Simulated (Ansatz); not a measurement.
Molecular dynamics on a 2×2×2 supercell (16 atoms) of GaP (rocksalt), relaxed with r2SCAN. Forces come from r2SCAN in the plane-wave code Ansatz: constant energy and volume (NVE), velocities drawn at 1700 K, steps of 1 fs. Spin polarisation is off, nuclei are classical, and the run is far too short for thermal averages. The structure comes from a prototype and may be hypothetical.

```yaml
crystal:
  lattice:
    - [0.0, 5.1170706928, 5.1170706928]
    - [5.1170706928, 0.0, 5.1170706928]
    - [5.1170706928, 5.1170706928, 0.0]
  atoms:
    - { symbol: Ga, position: [0.0, 0.0, 0.0] }
    - { symbol: P, position: [0.25, 0.25, 0.25] }
    - { symbol: Ga, position: [0.0, 0.0, 0.5] }
    - { symbol: P, position: [0.25, 0.25, 0.75] }
    - { symbol: Ga, position: [0.0, 0.5, 0.0] }
    - { symbol: P, position: [0.25, 0.75, 0.25] }
    - { symbol: Ga, position: [0.0, 0.5, 0.5] }
    - { symbol: P, position: [0.25, 0.75, 0.75] }
    - { symbol: Ga, position: [0.5, 0.0, 0.0] }
    - { symbol: P, position: [0.75, 0.25, 0.25] }
    - { symbol: Ga, position: [0.5, 0.0, 0.5] }
    - { symbol: P, position: [0.75, 0.25, 0.75] }
    - { symbol: Ga, position: [0.5, 0.5, 0.0] }
    - { symbol: P, position: [0.75, 0.75, 0.25] }
    - { symbol: Ga, position: [0.5, 0.5, 0.5] }
    - { symbol: P, position: [0.75, 0.75, 0.75] }
kpoints:
  mp_grid: { grid: [2, 2, 2] }
hamiltonian:
  xc: r2scan
scf:
  occupations: { method: fermi_dirac, width: 0.146 }
md:
  ensemble: nve
  temperature: 1700
  timestep: 1.0
  n_steps: 40
  initial_velocities: maxwell_boltzmann
  seed: 7477
```

Run as `ansatz run input.yaml --threads 4 --pin off --max-ram 3686MiB --backend cpu --events-out ev --progress --plain --runs-dir out`.

Task: What wall time did it need on 4 threads of Arm Neoverse V1 (shared host), and how much host memory at the peak?

Result: About 4.6 min, with a peak of 1.7 GiB.

Task: How do temperature and energy develop?

Result: The temperature goes from 1700 K to 1140 K in 40 fs. The atoms start on their lattice sites with kinetic energy alone, so much of it first passes into potential energy. The conserved energy stays within 0.03 meV an atom. By the last step the atoms have moved 0.34 Å in the root mean square, the drift of the whole cell taken out, 0.52 Å at most.

| step | t (fs) | T (K) | free energy F from step 0 (meV/atom) | kinetic energy (meV/atom) | largest force (eV/Å) |
| --- | --- | --- | --- | --- | --- |
| 0 | 0 | 1700 | 0.0 | 206.0 | 0.00 |
| 1 | 1 | 1700 | 0.0 | 206.0 | 0.08 |
| 2 | 2 | 1701 | -0.1 | 206.1 | 0.16 |
| 3 | 3 | 1702 | -0.2 | 206.3 | 0.24 |
| 4 | 4 | 1703 | -0.4 | 206.4 | 0.31 |
| 5 | 5 | 1705 | -0.6 | 206.6 | 0.38 |
| 6 | 6 | 1706 | -0.7 | 206.7 | 0.45 |
| 7 | 7 | 1706 | -0.8 | 206.8 | 0.50 |
| 8 | 8 | 1706 | -0.8 | 206.8 | 0.56 |
| 9 | 9 | 1705 | -0.6 | 206.6 | 0.61 |
| 10 | 10 | 1703 | -0.4 | 206.3 | 0.65 |
| 11 | 11 | 1699 | 0.1 | 205.9 | 0.69 |
| 12 | 12 | 1693 | 0.8 | 205.1 | 0.72 |
| 13 | 13 | 1685 | 1.8 | 204.2 | 0.77 |
| 14 | 14 | 1675 | 3.0 | 203.0 | 0.89 |
| 15 | 15 | 1663 | 4.5 | 201.5 | 1.02 |
| 16 | 16 | 1648 | 6.2 | 199.7 | 1.15 |
| 17 | 17 | 1631 | 8.3 | 197.7 | 1.29 |
| 18 | 18 | 1612 | 10.6 | 195.3 | 1.44 |
| 19 | 19 | 1590 | 13.3 | 192.7 | 1.60 |
| 20 | 20 | 1567 | 16.1 | 189.8 | 1.76 |
| 21 | 21 | 1541 | 19.3 | 186.7 | 1.92 |
| 22 | 22 | 1513 | 22.6 | 183.4 | 2.08 |
| 23 | 23 | 1485 | 26.1 | 179.9 | 2.24 |
| 24 | 24 | 1455 | 29.7 | 176.3 | 2.40 |
| 25 | 25 | 1424 | 33.4 | 172.6 | 2.55 |
| 26 | 26 | 1394 | 37.1 | 168.9 | 2.68 |
| 27 | 27 | 1363 | 40.8 | 165.2 | 2.81 |
| 28 | 28 | 1333 | 44.4 | 161.6 | 2.91 |
| 29 | 29 | 1305 | 47.9 | 158.1 | 3.00 |
| 30 | 30 | 1278 | 51.2 | 154.8 | 3.07 |
| 31 | 31 | 1253 | 54.2 | 151.8 | 3.11 |
| 32 | 32 | 1230 | 57.0 | 149.0 | 3.13 |
| 33 | 33 | 1210 | 59.4 | 146.6 | 3.12 |
| 34 | 34 | 1192 | 61.6 | 144.5 | 3.08 |
| 35 | 35 | 1177 | 63.4 | 142.6 | 3.02 |
| 36 | 36 | 1165 | 64.8 | 141.2 | 2.93 |
| 37 | 37 | 1155 | 66.0 | 140.0 | 2.81 |
| 38 | 38 | 1148 | 66.9 | 139.1 | 2.68 |
| 39 | 39 | 1143 | 67.5 | 138.5 | 2.52 |
| 40 | 40 | 1140 | 67.9 | 138.1 | 2.34 |

Positions (Å) and forces (eV/Å) at step 40:
```
Ga  -0.141   0.097   0.082     0.509  -0.425  -0.364
P    2.559   2.622   2.168    -0.445  -0.433   0.028
Ga   2.466   2.370  -0.213    -0.681   0.514   2.181
P    5.068   4.881   2.426    -0.046  -0.107   1.426
Ga   2.329  -0.231   2.562     0.447  -0.335   1.286
P    5.041   2.474   5.176    -0.212   0.808  -0.548
Ga   4.981   2.467   2.604    -0.038  -0.036   0.173
P    7.715   5.312   4.863    -0.835   0.133   0.389
Ga   0.223   2.749   2.443    -0.599   0.203   0.252
P    2.429   5.220   5.500     0.727  -0.335  -1.849
Ga   2.690   4.846   2.393    -0.173   1.961   0.034
P    5.499   7.701   5.383    -1.233  -0.015  -0.523
Ga   2.566   2.830   5.271     1.653  -0.518  -0.144
P    4.712   5.197   7.905     1.164  -0.534  -0.342
Ga   5.266   5.342   5.136    -0.530  -0.422   0.039
P    8.112   7.527   7.945     0.291  -0.458  -2.039
```
